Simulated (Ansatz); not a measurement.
# GaAs (F-43m) in Ansatz: further runs

One crystal, GaAs, is run at these levels: PBE; tasks: single point.

All numbers are computed with Ansatz 0.2.0; they aren't measurements. Logs are shortened: lines on timing, memory, paths and dates and some standing lists are left out, and cuts for length are marked.

**What was measured.**

From “Evidence of valence band perturbations in GaAsN/GaAs(001): A combined variable-angle spectroscopic ellipsometry and modulated photoreflectance investigation”, 2008, arxiv:0805.2212, for a bulk crystal of GaAs at 300 K: band gap 1.412 ± 0.01 eV (direct); band gap 1.418 ± 0.005 eV (direct).

How close the calculation comes is told below.

## 1. The structure

It takes space group F-43m (No. 216, cubic). Conventional cell: a = 5.654 Å, b = 5.654 Å, c = 5.654 Å, α = 90.00°, β = 90.00°, γ = 90.00°. As (site symmetry -43m) is surrounded by 4 Ga at 2.45 Å. Ga (site symmetry -43m) is surrounded by 4 As at 2.45 Å.

## 2. Single point, PBE

input.yaml reads:

```yaml
crystal:
  lattice:
    - [0.0, 2.82685, 2.82685]
    - [2.82685, 0.0, 2.82685]
    - [2.82685, 2.82685, 0.0]
  atoms:
    - { symbol: As, position: [0.75, 0.75, 0.75] }
    - { symbol: Ga, position: [0.0, 0.0, 0.0] }
kpoints:
  mp_grid: { grid: [5, 5, 5] }
scf:
  occupations: { method: fermi_dirac, width: 0.04 }
hamiltonian:
  xc: pbe
  pseudopotentials: { kind: all_electron, lapw: { basis_error: 0.003 } }
output:
  forces: true
  stress: true
  eigenvalues: true
```

Potentials or basis: all-electron LAPW, scalar-relativistic.

On the command line:

```console
$ ansatz run input.yaml --threads 1 --pin off --max-ram 3072MiB --backend cpu --events-out ev --progress --plain --runs-dir out
```

Output:

```text
Warning: RAYON_NUM_THREADS=1 ignored (pool sized by the plan → 1); use --threads N
LAPW: plane waves up to 8.525 Å⁻¹, error target 3.0e-3 eV per atom; small_component_spin mean_spin; Ga in spheres of 1.236 Å, 21 of its electrons in bands, Dirac shells []; As in spheres of 1.212 Å, 23 of its electrons in bands, Dirac shells [] (how accurate: hamiltonian.pseudopotentials.lapw.basis_error, Limitations)
Engine: ansatz 0.2.0, aarch64-unknown-linux-gnu
Pseudopotentials: kind: all_electron
Pseudopotential: As, LAPW, valence charge 23, lapw/all_electron/scalar/gaussian/As, Koelling and Harmon's equation, gaussian nucleus
Pseudopotential: Ga, LAPW, valence charge 21, lapw/all_electron/scalar/gaussian/Ga, Koelling and Harmon's equation, gaussian nucleus
Functional definition: PBE
  parameter kappa = 0.804
  parameter beta = 0.06672455060314922
  exchange = pbe_x(kappa = kappa, mu = beta*pi^2/3)
  correlation = pbe_c(beta = beta)
Crystal: 2 atoms, lattice volume = 45.179 Å³
Basis set: ecut = 276.88397203731733 eV, 459 PW (Γ), exchange–correlation at level 2
Bands: 27, of which v1, the nominal top of the filled ones, is band 22 counted from 1 (21 counted from 0)
Symmetry: 24 space group operations
Space group: F-43m (ITA 216), of the structure as read, at distance tolerance 3.6e-5 Å
k-points: 10 of 125 (time reversal used)
Non-local potential: As, projectors of the file, none
Non-local potential: Ga, projectors of the file, none
Initial density: superposition of atomic densities (chi_scale 0.1, normalization cell, long waves kept (reshape's long-wave potential 0.00 eV rms))
Initial wavefunctions: plane waves of lowest kinetic energy (no species holds an atomic orbital)
Functional: x = pbe(κ = 0.804, μ = 0.2195149727645171), c = pbe(β = 0.06672455060314922)
iter 1 solved again at ethr=1.39e-3 eV; its pass at ethr=1.00e-1 eV (dr2=6.12e-1 eV) is discarded
SCF iter   1: F=—  HF=-114424.558702 eV  |F-HF|=—  |Δ(HF+E_count)|=         —  Δρ=3.13e-2  dr2=6.13e-1  ethr=1.39e-3  ⟨swp⟩=2.0  Hψ=1662  notcnv=0
preconditioner: auto → none  [insulator: Δε(μ)=0.701 eV  Ē_g=15.931 eV  σ=0.040 eV  W_gap=1.00  n_scr=14 (ndim 8)  ℏωp=23.4 eV  f_vac=0.115  D(μ)=0.00/eV (n_scr^D=0)  ε∞_Penn≈3.2]
SCF iter   2: F=—  HF=-114424.408241 eV  |F-HF|=—  |Δ(HF+E_count)|=   1.50e-1  Δρ=1.25e-2  dr2=6.78e-2  ethr=1.39e-3  ⟨swp⟩=2.4  Hψ=806  notcnv=0
SCF iter   3: F=—  HF=-114424.394988 eV  |F-HF|=—  |Δ(HF+E_count)|=   1.33e-2  Δρ=5.55e-3  dr2=1.33e-2  ethr=1.54e-4  ⟨swp⟩=2.0  Hψ=800  notcnv=0
iter 4 solved again at ethr=1.12e-6 eV; its pass at ethr=3.03e-5 eV (dr2=4.93e-4 eV) is discarded
SCF iter   4: F=—  HF=-114424.391254 eV  |F-HF|=—  |Δ(HF+E_count)|=         —  Δρ=1.10e-3  dr2=4.91e-4  ethr=1.12e-6  ⟨swp⟩=2.0  Hψ=1336  notcnv=0
the basis was enlarged: its passes take 22.1 KiB over the memory plan, 1 of 1 planned eigensolver slots
SCF iter   5: F=—  HF=-114424.391182 eV  |F-HF|=—  |Δ(HF+E_count)|=   7.18e-5  Δρ=2.25e-4  dr2=1.38e-5  ethr=1.12e-6  ⟨swp⟩=2.9  Hψ=764  notcnv=0
SCF iter   6: F=—  HF=-114424.391203 eV  |F-HF|=—  |Δ(HF+E_count)|=   2.03e-5  Δρ=8.93e-5  dr2=2.65e-6  ethr=3.13e-8  ⟨swp⟩=3.0  Hψ=789  notcnv=0
SCF iter   7: F=-114424.391209 eV  HF=-114424.391209 eV  |F-HF|=2.27e-7  |Δ(HF+E_count)|=   6.45e-6  Δρ=1.54e-5  dr2=8.77e-8  ethr=6.03e-9  ⟨swp⟩=3.0  Hψ=792  notcnv=0
SCF 1 converged in 7 iterations: F = -114424.391209 eV  dr2 = 8.77e-8
SCF converged after 7 iterations
Free energy (F): -114424.391209 eV
Harris-Foulkes:  -114424.391209 eV  (|F-HF|=2.27e-7)
Internal energy: -114424.391183 eV  (E = F + TS)
E sigma→0 (E₀):  -114424.391196 eV
Entropy (-TS):   -0.000026 eV (-0.013 meV/atom)
Fermi energy:    9.652532 eV
--- Per-component energies (eV) ---
  E_band       = -2120.046971
  E_kinetic    = 116839.771632
  E_xc         = -4342.558908
  E_electrostatic = -226921.603908  (all electrons and nuclei)
  E_smearing   = -0.000026  (= −TS)
  E_closure    = 0.000000  (closes the sum)
  E_atoms      = -114416.203472  (free atoms, spherical and without spin; not in F)
  Σ components = -114424.391209   (vs F -114424.391209, Δ=0.00e0)
  Basis errors (estimates in eV, not in F): energy 1.3e-3 per atom: plane waves 1.2e-3 (7.2e-4 summed), levels above the bands 2.7e-95, relativity 1.6e-7, radial functions 1.4e-4, core shells 1.0e-10; eigenvalues (radial functions only) 2.7e-6; not estimated: angular momenta, meshes, grids; target (lapw.basis_error) 3.0e-3; muffin-tin radii Ga 1.236 Å, As 1.212 Å
--- Forces (eV/Å), atoms counted from 1 ---
  atom   1  As    -0.00000000     0.00000000    -0.00000000
  atom   2  Ga     0.00000000    -0.00000000     0.00000000
  max |Σ_I F_I| component: 2.20e-17 eV/Å
--- Stress (GPa, compression-positive) ---
        3.319939       0.000000      -0.000000
        0.000000       3.319939       0.000000
       -0.000000       0.000000       3.319939
  P = ⅓ Tr σ = 3.3199 GPa (33.199 kbar)
--- Band table (eV; the first three rows and the last of 10) ---
  k-point 0: bands = ["-175.3289", "-134.2619", "-118.7008", "-118.7008", "-118.7008", "-84.9934", "-84.9934", "-84.9934", "-25.7494", "-25.7494", "-25.7494", "-25.7399", "-25.7399", "-5.4290", "-5.4290", "-5.4290", "-5.3512", "-5.3512", "-3.3547", "9.3727", "9.3727", "9.3727", "9.8884", "13.0993", "13.0993", "13.0993", "16.9668"]
  k-point 1: bands = ["-175.3289", "-134.2619", "-118.7008", "-118.7008", "-118.7008", "-84.9934", "-84.9934", "-84.9934", "-25.7494", "-25.7492", "-25.7492", "-25.7399", "-25.7399", "-5.4599", "-5.4210", "-5.4210", "-5.3514", "-5.3514", "-2.8992", "6.0742", "8.8705", "8.8705", "10.9535", "13.7964", "13.7964", "14.5340", "18.3458"]
  k-point 2: bands = ["-175.3289", "-134.2619", "-118.7008", "-118.7008", "-118.7008", "-84.9934", "-84.9934", "-84.9934", "-25.7493", "-25.7487", "-25.7487", "-25.7398", "-25.7398", "-5.5026", "-5.4109", "-5.4109", "-5.3484", "-5.3484", "-1.8539", "3.2308", "8.3090", "8.3090", "10.4500", "14.0431", "14.0431", "17.1057", "18.6528"]
  k-point 9: bands = ["-175.3289", "-134.2619", "-118.7008", "-118.7008", "-118.7008", "-84.9934", "-84.9934", "-84.9934", "-25.7494", "-25.7486", "-25.7479", "-25.7401", "-25.7394", "-5.5242", "-5.3988", "-5.3885", "-5.3620", "-5.3464", "-1.0707", "2.9991", "5.7849", "6.7147", "13.2520", "13.5735", "14.5111", "17.5478", "18.8470"]
```

It took 5 s on 1 thread of Arm Neoverse V2, shared host; peak memory 0.23 GiB.

Results:

- Free energy: -114424.3912 eV
- Pressure: 3.3 GPa
- Band gap on the k mesh: 0.52 eV, direct

Levels at points of the mesh, in eV from the valence-band top:
```csv
k point,band 20,band 21,band 22,band 23,band 24,band 25
"(0.00, 0.00, 0.00)",0.00,0.00,0.00,0.52,3.73,3.73
```

## 3. Single point, PBE

input.yaml reads:

```yaml
crystal:
  lattice:
    - [0.0, 2.82685, 2.82685]
    - [2.82685, 0.0, 2.82685]
    - [2.82685, 2.82685, 0.0]
  atoms:
    - { symbol: As, position: [0.75, 0.75, 0.75] }
    - { symbol: Ga, position: [0.0, 0.0, 0.0] }
kpoints:
  mp_grid: { grid: [8, 8, 8] }
scf:
  occupations: { method: gaussian, width: 0.013 }
hamiltonian:
  xc: pbe
  pseudopotentials: { kind: all_electron, lapw: { basis_error: 0.001 } }
output:
  forces: true
  stress: true
  eigenvalues: true
```

Potentials or basis: all-electron LAPW, scalar-relativistic.

On the command line:

```console
$ ansatz run input.yaml --threads 1 --pin off --max-ram 3072MiB --backend cpu --events-out ev --progress --plain --runs-dir out
```

Run time: 14 s. Hardware: 1 thread of Arm Neoverse V2, shared host; peak memory 0.29 GiB.

It converged, with:

```
Free energy            : -114424.4508 eV
Pressure               : 3.3 GPa
Band gap on the k mesh : 0.52 eV, direct
```

Levels at points of the mesh, in eV from the valence-band top:
```csv
k point,band 19,band 20,band 21,band 22,band 23,band 24,band 25,band 26
"(0.00, 0.00, 0.00)",-12.73,0.00,0.00,0.00,0.52,3.74,3.74,3.74
"(0.00, 0.00, -0.50)",-10.96,-6.63,-1.14,-1.14,1.01,4.65,4.65,7.76
"(0.00, -0.50, -0.50)",-10.23,-6.81,-2.67,-2.67,1.47,1.66,10.18,10.18
```

## 4. Single point, PBE

Changes to input.yaml since step 3:

```diff
@@ -11,3 +11,3 @@
 scf:
-  occupations: { method: gaussian, width: 0.013 }
+  occupations: { method: gaussian, width: 0.014 }
 hamiltonian:
```

On the command line:

```console
$ ansatz run input.yaml --threads 1 --pin off --max-ram 3072MiB --backend cpu --events-out ev --progress --plain --runs-dir out
```

It took 14 s on 1 thread of Arm Neoverse V2, shared host; peak memory 0.29 GiB.

It converged, with:

```yaml
Free_energy: -114424.4508 eV
Pressure: 3.3 GPa
Band_gap_on_the_k_mesh: 0.52 eV, direct
```

Levels at points of the mesh, in eV from the valence-band top:
```csv
k point,band 18,band 19,band 20,band 21,band 22,band 23,band 24,band 25,band 26,band 27
"(0.00, 0.00, 0.00)",-14.70,-12.73,0.00,0.00,0.00,0.52,3.74,3.74,3.74,7.60
"(0.00, 0.00, -0.50)",-14.70,-10.96,-6.63,-1.14,-1.14,1.01,4.65,4.65,7.76,10.41
"(0.00, -0.50, -0.50)",-14.69,-10.23,-6.81,-2.67,-2.67,1.47,1.66,10.18,10.18,10.98
```

[end of part 1 of 2]
